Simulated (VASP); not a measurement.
# BN (F-43m) in VASP: settings compared

The runs below take BN through band structure, with PBEsol, r2SCAN, TB-mBJ.

Program: VASP 6.6.1. These are calculated values, not measurements. Logs are shortened: lines on timing, memory, paths and dates and some standing lists are left out, and cuts for length are marked.

**The experiment to reproduce.**

A printed reference work, monograph reports, for a bulk crystal of BN at 300 K: band gap 6.4 eV (indirect).

The runs below are set against these values where they give the same quantity.

## 1. Starting point

It takes space group F-43m (No. 216, cubic). Conventional cell: a = 3.607 Å, b = 3.607 Å, c = 3.607 Å, α = 90.00°, β = 90.00°, γ = 90.00°. B (site symmetry -43m) is surrounded by 4 N at 1.56 Å. N (site symmetry -43m) is surrounded by 4 B at 1.56 Å.

The cell is a database's computed one.

## 2. Band structure, PBEsol

Input file INCAR:

```
ALGO = Normal
EDIFF = 1E-6
ENCUT = 520
GGA = PS
ISIF = 2
ISMEAR = 0
LASPH = T
LCHARG = F
LREAL = F
LWAVE = F
NELM = 100
PREC = Accurate
SIGMA = 0.02
```

Input file KPOINTS:

```
k-points
0
Gamma
  12 12 12
```

Input file POSCAR:

```
BN
1.0
    0.0000000000      1.8033400000      1.8033400000
    1.8033400000      0.0000000000      1.8033400000
    1.8033400000      1.8033400000      0.0000000000
B N
1 1
Direct
    0.0000000000      0.0000000000      0.0000000000
    0.2500000000      0.2500000000      0.2500000000
```

Input file KPOINTS_OPT:

```
path GXWKGLUWLK,UX
10
line-mode
reciprocal
 0.0000000000  0.0000000000  0.0000000000  G
 0.5000000000  0.0000000000  0.5000000000  X

 0.5000000000  0.0000000000  0.5000000000  X
 0.5000000000  0.2500000000  0.7500000000  W

 0.5000000000  0.2500000000  0.7500000000  W
 0.3750000000  0.3750000000  0.7500000000  K

 0.3750000000  0.3750000000  0.7500000000  K
 0.0000000000  0.0000000000  0.0000000000  G

 0.0000000000  0.0000000000  0.0000000000  G
 0.5000000000  0.5000000000  0.5000000000  L

 0.5000000000  0.5000000000  0.5000000000  L
 0.6250000000  0.2500000000  0.6250000000  U

 0.6250000000  0.2500000000  0.6250000000  U
 0.5000000000  0.2500000000  0.7500000000  W

 0.5000000000  0.2500000000  0.7500000000  W
 0.5000000000  0.5000000000  0.5000000000  L

 0.5000000000  0.5000000000  0.5000000000  L
 0.3750000000  0.3750000000  0.7500000000  K

 0.6250000000  0.2500000000  0.6250000000  U
 0.5000000000  0.0000000000  0.5000000000  X
```

Potentials or basis: VASP PAW PBE potentials, release 64 (B, N).

The run is started by

```
> cat potpaw_PBE.64/B/POTCAR potpaw_PBE.64/N/POTCAR > POTCAR
> mpirun -np 1 vasp_std > vasp.out
```

OUTCAR:

```text
EDIFF = 1E-6
   ENCUT = 520
   GGA = PS
   ISIF = 2
   ISMEAR = 0
   LASPH = T
   LREAL = F
   NELM = 100
   PREC = Accurate

 ion  position               nearest neighbor table
   1  0.000  0.000  0.000-   2 1.56   2 1.56   2 1.56   2 1.56
   2  0.250  0.250  0.250-   1 1.56   1 1.56   1 1.56   1 1.56

  LATTYP: Found a face centered cubic cell.
 ALAT       =     3.6066800000

  Lattice vectors:

 A1 = (   0.0000000000,   1.8033400000,   1.8033400000)
 A2 = (   1.8033400000,   0.0000000000,   1.8033400000)
 A3 = (   1.8033400000,   1.8033400000,   0.0000000000)

Analysis of symmetry for initial positions (statically):
=====================================================================
 Subroutine PRICEL returns:
 Original cell was already a primitive cell.

 Routine SETGRP: Setting up the symmetry group for a
 face centered cubic supercell.

 Subroutine GETGRP returns: Found 24 space group operations
 (whereof 24 operations were pure point group operations)
 out of a pool of 48 trial point group operations.

The static configuration has the point symmetry T_d .

Analysis of symmetry for dynamics (positions and initial velocities):
=====================================================================
 Subroutine PRICEL returns:
 Original cell was already a primitive cell.

 Routine SETGRP: Setting up the symmetry group for a
 face centered cubic supercell.

 Subroutine GETGRP returns: Found 24 space group operations
 (whereof 24 operations were pure point group operations)
 out of a pool of 48 trial point group operations.

The dynamic configuration has the point symmetry T_d .

 Subroutine INISYM returns: Found 24 space group operations
 (whereof 24 operations are pure point group operations),
 and found     1 'primitive' translations

----------------------------------------------------------------------------------------

                                     Primitive cell

  volume of cell :      11.7291

  direct lattice vectors                    reciprocal lattice vectors
     0.000000000  1.803340000  1.803340000    -0.277263300  0.277263300  0.277263300
     1.803340000  0.000000000  1.803340000     0.277263300 -0.277263300  0.277263300
     1.803340000  1.803340000  0.000000000     0.277263300  0.277263300 -0.277263300

  length of vectors
     2.550307886  2.550307886  2.550307886     0.480234123  0.480234123  0.480234123

  position of ions in fractional coordinates (direct lattice)
     0.000000000  0.000000000  0.000000000
     0.250000000  0.250000000  0.250000000

  ion indices of the primitive-cell ions
   primitive index   ion index
                 1           1
                 2           2

----------------------------------------------------------------------------------------

 KPOINTS: k-points

Automatic generation of k-mesh.
 Grid dimensions read from file:
 generate k-points for:   12   12   12

 Generating k-lattice:

  Cartesian coordinates                     Fractional coordinates (reciprocal lattice)
    -0.023105275  0.023105275  0.023105275     0.083333333  0.000000000  0.000000000
     0.023105275 -0.023105275  0.023105275     0.000000000  0.083333333  0.000000000
     0.023105275  0.023105275 -0.023105275     0.000000000  0.000000000  0.083333333

  Length of vectors
     0.040019510  0.040019510  0.040019510

  Shift w.r.t. Gamma in fractional coordinates (k-lattice)
     0.000000000  0.000000000  0.000000000

 Subroutine IBZKPT returns following result:
 ===========================================

 Found     72 irreducible k-points:

 Following reciprocal coordinates:
            Coordinates               Weight
  0.000000  0.000000  0.000000      1.000000
  0.083333  0.000000  0.000000      8.000000
  0.166667  0.000000  0.000000      8.000000
  0.250000  0.000000  0.000000      8.000000
  0.333333  0.000000  0.000000      8.000000
  0.416667  0.000000  0.000000      8.000000
[... 16 lines left out ...]
  0.500000  0.166667  0.000000     24.000000
 -0.416667  0.166667  0.000000     24.000000
 [... further k-points ...]
   k-points           NKPTS =     72   k-points in BZ     NKDIM =     72   number of bands    NBANDS=      8
   number of dos      NEDOS =    301   number of ions     NIONS =      2
   total plane-waves  NPLWV =   8000
   dimension x,y,z NGX =    20 NGY =   20 NGZ =   20
   dimension x,y,z NGXF=    40 NGYF=   40 NGZF=   40
   ions per type =               1   1
   NGX,Y,Z   is equivalent  to a cutoff of  13.04, 13.04, 13.04 a.u.
   NGXF,Y,Z  is equivalent  to a cutoff of  26.07, 26.07, 26.07 a.u.
 SYSTEM =  unknown system
   PREC   = accura    normal or accurate (medium, high low for compatibility)
   ISTART =      0    job   : 0-new  1-cont  2-samecut
   ICHARG =      2    charge: 1-file 2-atom 10-const
   ISPIN  =      1    spin polarized calculation?
   LNONCOLLINEAR =      F non collinear calculations
   LSORBIT =      F    spin-orbit coupling
   LASPH  =      T    aspherical Exc in radial PAW
[... 29 lines left out ...]
   AEXX    =    0.0000 exact exchange contribution
   IVDW    =     0    specifies the selected vdW correction
   LEPSILON=     F    determine dielectric tensor
   LRPA    =     F    only Hartree local field effects (RPA)
 non-spin polarized calculation
 Gauss-broadening in eV      SIGMA  =   0.02
  energy-cutoff  :      520.00
  volume of cell :       11.73
 maximum number of plane-waves:       332
   NGX =  9   NGY =  9   NGZ =  9

 number of electron       7.9999999 magnetization

 Free energy of the ion-electron system (eV)
  ---------------------------------------------------
  ext. energy  EPLUGINS =         0.00000000
  ---------------------------------------------------
  free energy    TOTEN  =       -18.34689663 eV

  energy without entropy =      -18.34689663  energy(sigma->0) =      -18.34689663

 E-fermi :   7.5559     XC(G=0): -13.0500

 val. band max:        7.4481737857   @ k =   0.0000   0.0000   0.0000
 cond. band min:      11.7321452609   @ k =   0.5000   0.5000   0.0000
 fundamental gap:      4.2839714752
 Fermi energy:         7.5558832907

 k-point     1 :       0.0000    0.0000    0.0000
  band No.  band energies     occupation
      1     -12.8838      2.00000
      2       7.4482      2.00000
      3       7.4482      2.00000
      4       7.4482      2.00000
      5      16.2423      0.00000
      6      16.2423      0.00000
      7      16.2423      0.00000
      8      17.8274      0.00000

 k-point     2 :       0.0833    0.0000    0.0000
  band No.  band energies     occupation
      1     -12.7129      2.00000
      2       6.5246      2.00000
      3       7.2646      2.00000
      4       7.2646      2.00000
      5      16.4537      0.00000
      6      16.5202      0.00000
      7      16.5202      0.00000
      8      18.3959      0.00000

 k-point     3 :       0.1667    0.0000    0.0000
  band No.  band energies     occupation
      1     -12.2062      2.00000
      2       4.4013      2.00000
      3       6.8187      2.00000
      4       6.8187      2.00000
      5      16.7798      0.00000
      6      17.1628      0.00000
      7      17.1628      0.00000
      8      19.7177      0.00000

 k-point     4 :       0.2500    0.0000    0.0000
  band No.  band energies     occupation
      1     -11.3865      2.00000
      2       1.9079      2.00000
      3       6.3053      2.00000
      4       6.3053      2.00000
      5      17.0989      0.00000
      6      17.7695      0.00000
      7      17.7695      0.00000
      8      21.0190      0.00000

 k-point     5 :       0.3333    0.0000    0.0000
  band No.  band energies     occupation
      1     -10.3149      2.00000
      2      -0.5117      2.00000
      3       5.8682      2.00000
      4       5.8682      2.00000
      5      17.3785      0.00000
      6      18.0708      0.00000
      7      18.0708      0.00000
      8      21.9332      0.00000
[... 177 lines left out ...]
 k-point    22 :       0.4167    0.1667    0.0000
  band No.  band energies     occupation
      1      -9.4026      2.00000
      2      -0.8211      2.00000
      3       4.2801      2.00000
      4       4.4502      2.00000
      5      15.8652      0.00000
      6      19.8849      0.00000
      7      20.3273      0.00000
      8      21.1788      0.00000

 k-point    23 :       0.5000    0.1667    0.0000
  band No.  band energies     occupation
      1      -8.4064      2.00000
      2      -2.4129      2.00000
      3       3.6856      2.00000
      4       4.5259      2.00000
      5      16.2108      0.00000
      6      19.8193      0.00000
      7      20.0729      0.00000
      8      22.5055      0.00000

 k-point    24 :      -0.4167    0.1667    0.0000
  band No.  band energies     occupation
      1      -8.2133      2.00000
      2      -2.6909      2.00000
      3       3.2763      2.00000
      4       4.8469      2.00000
      5      16.6655      0.00000
      6      19.6709      0.00000
      7      19.6733      0.00000
      8      23.1377      0.00000

 [... further k-points ...]

------------------------ aborting loop because EDIFF is reached ----------------------------------------

  FORCE on cell =-STRESS in cart. coord.  units (eV):
  Direction    XX          YY          ZZ          XY          YZ          ZX
  --------------------------------------------------------------------------------------
  -------------------------------------------------------------------------------------
  Total        0.0223232      0.0223232      0.0223232     -0.0000000      0.0000000      0.0000000
  in kB        3.0493332      3.0493332      3.0493332     -0.0000000      0.0000000      0.0000000
  external PRESSURE =       3.0493332 kB  Pullay stress =       0.0000000 kB

 VOLUME and BASIS-vectors are now :
 -----------------------------------------------------------------------------
  energy-cutoff  :      520.00
  volume of cell :       11.73
      direct lattice vectors                 reciprocal lattice vectors
     0.000000000  1.803340000  1.803340000    -0.277263300  0.277263300  0.277263300
     1.803340000  0.000000000  1.803340000     0.277263300 -0.277263300  0.277263300
     1.803340000  1.803340000  0.000000000     0.277263300  0.277263300 -0.277263300

 POSITION                                       TOTAL-FORCE (eV/Angst)
 -----------------------------------------------------------------------------------
      0.00000      0.00000      0.00000         0.000000      0.000000      0.000000
      0.90167      0.90167      0.90167        -0.000000     -0.000000     -0.000000
 -----------------------------------------------------------------------------------
    total drift:                                0.000000      0.000000      0.000000

  FREE ENERGIE OF THE ION-ELECTRON SYSTEM (eV)
  ---------------------------------------------------
  free  energy   TOTEN  =       -18.3468966347 eV

  energy  without entropy=      -18.3468966347  energy(sigma->0) =      -18.34689663
```

Wall time 14 s (1 thread of Intel Xeon Platinum 8259CL at 2.50GHz (Skylake/Cascade Lake), shared host); peak memory 0.12 GiB.

Results:

```
Free energy             : -18.3469 eV
Pressure                : 0.3 GPa
Band gap on the k mesh  : 4.28 eV, indirect (least direct gap 8.79 eV)
Band gap along the path : 4.28 eV, indirect (least direct gap 8.79 eV)
```

Levels at the corners of the path, in eV from the valence-band top:
```csv
point,band 1,band 2,band 3,band 4,band 5,band 6,band 7,band 8
Γ,-20.33,0.00,0.00,0.00,8.79,8.79,8.79,10.38
X,-14.64,-9.01,-4.97,-4.97,4.28,9.13,17.98,17.98
X,-14.64,-9.01,-4.97,-4.97,4.28,9.13,17.98,17.98
W,-14.31,-7.63,-7.10,-6.64,9.47,13.34,14.37,14.76
W,-14.31,-7.63,-7.10,-6.64,9.47,13.34,14.37,14.76
K,-14.55,-8.20,-7.81,-4.14,6.77,12.83,15.86,16.74
K,-14.55,-8.20,-7.81,-4.14,6.77,12.83,15.86,16.74
Γ,-20.33,0.00,0.00,0.00,8.79,8.79,8.79,10.38
Γ,-20.33,0.00,0.00,0.00,8.79,8.79,8.79,10.38
L,-16.03,-10.84,-1.96,-1.96,10.18,10.66,10.66,15.15
L,-16.03,-10.84,-1.96,-1.96,10.18,10.66,10.66,15.15
U,-14.55,-8.20,-7.81,-4.14,6.77,12.83,15.86,16.74
U,-14.55,-8.20,-7.81,-4.14,6.77,12.83,15.86,16.74
W,-14.31,-7.63,-7.10,-6.64,9.47,13.34,14.37,14.76
W,-14.31,-7.63,-7.10,-6.64,9.47,13.34,14.37,14.76
L,-16.03,-10.84,-1.96,-1.96,10.18,10.66,10.66,15.15
L,-16.03,-10.84,-1.96,-1.96,10.18,10.66,10.66,15.15
K,-14.55,-8.20,-7.81,-4.14,6.77,12.83,15.86,16.74
U,-14.55,-8.20,-7.81,-4.14,6.77,12.83,15.86,16.74
X,-14.64,-9.01,-4.97,-4.97,4.28,9.13,17.98,17.98
```

Caveat: the PAW data sets were made with another functional, which shifts forces and pressure a little.

## 3. Band structure, r2SCAN

Input file INCAR:

```
ALGO = Normal
EDIFF = 1E-6
ENCUT = 520
ISIF = 2
ISMEAR = 0
LASPH = T
LCHARG = F
LMIXTAU = T
LREAL = F
LWAVE = F
METAGGA = R2SCAN
NELM = 100
PREC = Accurate
SIGMA = 0.02
```

KPOINTS is that of step 2.

POSCAR is that of step 2.

KPOINTS_OPT is that of step 2.

Potentials or basis: VASP PAW PBE potentials, release 64 (B, N).

The run is started by

```
> cat potpaw_PBE.64/B/POTCAR potpaw_PBE.64/N/POTCAR > POTCAR
> mpirun -np 1 vasp_std > vasp.out
```

It took 54 s on 1 thread of Intel Xeon Platinum 8259CL at 2.50GHz (Skylake/Cascade Lake), shared host; peak memory 0.12 GiB.

Results (log left out):

```
Free energy             : -19.1712 eV
Pressure                : 2.1 GPa
Band gap on the k mesh  : 4.98 eV, indirect (least direct gap 9.56 eV)
Band gap along the path : 4.98 eV, indirect (least direct gap 9.56 eV)
```

Levels at the corners of the path, in eV from the valence-band top:
```
point  band 1  band 2  band 3  band 4  band 5  band 6  band 7  band 8
    Γ  -21.37    0.00    0.00    0.00    9.56    9.56    9.56   11.18
    X  -15.61   -9.37   -5.13   -5.13    4.98    9.86   19.37   19.37
    X  -15.61   -9.37   -5.13   -5.13    4.98    9.86   19.37   19.37
    W  -15.31   -8.00   -7.27   -6.73   10.36   14.34   15.50   15.67
    W  -15.31   -8.00   -7.27   -6.73   10.36   14.34   15.50   15.67
    K  -15.54   -8.55   -7.96   -4.27    7.52   13.75   17.05   18.01
    K  -15.54   -8.55   -7.96   -4.27    7.52   13.75   17.05   18.01
    Γ  -21.37    0.00    0.00    0.00    9.56    9.56    9.56   11.18
    Γ  -21.37    0.00    0.00    0.00    9.56    9.56    9.56   11.18
    L  -17.04  -11.15   -2.03   -2.03   10.88   11.51   11.51   16.48
    L  -17.04  -11.15   -2.03   -2.03   10.88   11.51   11.51   16.48
    U  -15.54   -8.55   -7.96   -4.27    7.52   13.75   17.05   18.01
    U  -15.54   -8.55   -7.96   -4.27    7.52   13.75   17.05   18.01
    W  -15.31   -8.00   -7.27   -6.73   10.36   14.34   15.50   15.67
    W  -15.31   -8.00   -7.27   -6.73   10.36   14.34   15.50   15.67
    L  -17.04  -11.15   -2.03   -2.03   10.88   11.51   11.51   16.48
    L  -17.04  -11.15   -2.03   -2.03   10.88   11.51   11.51   16.48
    K  -15.54   -8.55   -7.96   -4.27    7.52   13.75   17.05   18.01
    U  -15.54   -8.55   -7.96   -4.27    7.52   13.75   17.05   18.01
    X  -15.61   -9.37   -5.13   -5.13    4.98    9.86   19.37   19.37
```

Caveat: the PAW data sets were made with another functional, which shifts forces and pressure a little.

## 4. Band structure, TB-mBJ

POSCAR is that of step 3.

Input file INCAR.step1:

```
ALGO = Normal
EDIFF = 1E-5
ENCUT = 520
GGA = PE
ISIF = 2
ISMEAR = 0
LASPH = T
LCHARG = F
LREAL = F
LWAVE = T
NELM = 100
PREC = Accurate
SIGMA = 0.02
```

Input file INCAR.step2:

```
ALGO = Normal
EDIFF = 1E-6
ENCUT = 520
ISIF = 2
ISMEAR = 0
ISTART = 1
LASPH = T
LCHARG = F
LREAL = F
LWAVE = F
METAGGA = MBJ
NELM = 100
PREC = Accurate
SIGMA = 0.02
```

KPOINTS is that of step 3.

KPOINTS_OPT is that of step 3.

The run is started by

```
> cat potpaw_PBE.64/B/POTCAR potpaw_PBE.64/N/POTCAR > POTCAR
> cp INCAR.step1 INCAR
> mpirun -np 1 vasp_std > vasp.out
> cp INCAR.step2 INCAR
> mpirun -np 1 vasp_std > vasp.out
```

Run time: 42 s. Hardware: 1 thread of Intel Xeon Platinum 8259CL at 2.50GHz (Skylake/Cascade Lake), shared host; peak memory 0.13 GiB.

It converged, with:

```
Band gap on the k mesh  : 5.80 eV, indirect (least direct gap 10.33 eV)
Band gap along the path : 5.80 eV, indirect (least direct gap 10.33 eV)
```

Levels at the corners of the path, in eV from the valence-band top:
```
point  band 2  band 3  band 4  band 5  band 6  band 7
    Γ    0.00    0.00    0.00   10.33   10.33   10.33
    X   -8.84   -4.71   -4.71    5.80   10.20   20.36
    X   -8.84   -4.71   -4.71    5.80   10.20   20.36
    W   -7.60   -6.67   -6.09   10.94   15.07   15.90
    W   -7.60   -6.67   -6.09   10.94   15.07   15.90
    K   -8.08   -7.28   -3.90    8.20   14.08   17.88
    K   -8.08   -7.28   -3.90    8.20   14.08   17.88
    Γ    0.00    0.00    0.00   10.33   10.33   10.33
    Γ    0.00    0.00    0.00   10.33   10.33   10.33
    L  -10.39   -1.85   -1.85   11.15   12.18   12.18
    L  -10.39   -1.85   -1.85   11.15   12.18   12.18
    U   -8.08   -7.28   -3.90    8.20   14.08   17.88
    U   -8.08   -7.28   -3.90    8.20   14.08   17.88
    W   -7.60   -6.67   -6.09   10.94   15.07   15.90
    W   -7.60   -6.67   -6.09   10.94   15.07   15.90
    L  -10.39   -1.85   -1.85   11.15   12.18   12.18
    L  -10.39   -1.85   -1.85   11.15   12.18   12.18
    K   -8.08   -7.28   -3.90    8.20   14.08   17.88
    U   -8.08   -7.28   -3.90    8.20   14.08   17.88
    X   -8.84   -4.71   -4.71    5.80   10.20   20.36
```

Caveat: the PAW data sets were made with another functional, which shifts forces and pressure a little.

## 5. Overview

| level | gap on the mesh (eV) | pressure (GPa) |
| --- | --- | --- |
| PBEsol | 4.28 | 0.3 |
| r2SCAN | 4.98 | 2.1 |
| TB-mBJ | 5.80 | - |

Alike in all rows: task band structure; potentials or basis VASP PAW PBE potentials, release 64 (B, N); no spin polarisation; cell as given; k mesh 12 × 12 × 12; cutoff (eV) 520; smearing gaussian 0.02 eV.

On the cell as given the gap runs from 4.28 eV (PBEsol) to 5.80 eV (TB-mBJ).

Caveats: the PAW data sets were made with another functional, which shifts forces and pressure a little.

Absolute energies hang on the potentials; compare differences alone.

## 6. How close it comes

Step 2. Measured gap of BN: 6.4 eV (indirect; 300 K; a printed reference work, monograph). This calculation gives 4.28 eV (-2.12 eV). The value is that of PBEsol, without temperature or zero-point motion. Semilocal functionals fall short of measured gaps as a rule. The cell is a database's relaxed one, not the measured one, which moves gaps too.

Step 3. Against the measured gap of BN, 6.4 eV (indirect; 300 K; a printed reference work, monograph), the calculated 4.98 eV is off by -1.42 eV. The value is that of r2SCAN, without temperature or zero-point motion. The cell is a database's relaxed one, not the measured one, which moves gaps too.

Step 4. Measured gap of BN: 6.4 eV (indirect; 300 K; a printed reference work, monograph). This calculation gives 5.80 eV (-0.60 eV). The value is that of TB-mBJ, without temperature or zero-point motion. The cell is a database's relaxed one, not the measured one, which moves gaps too.
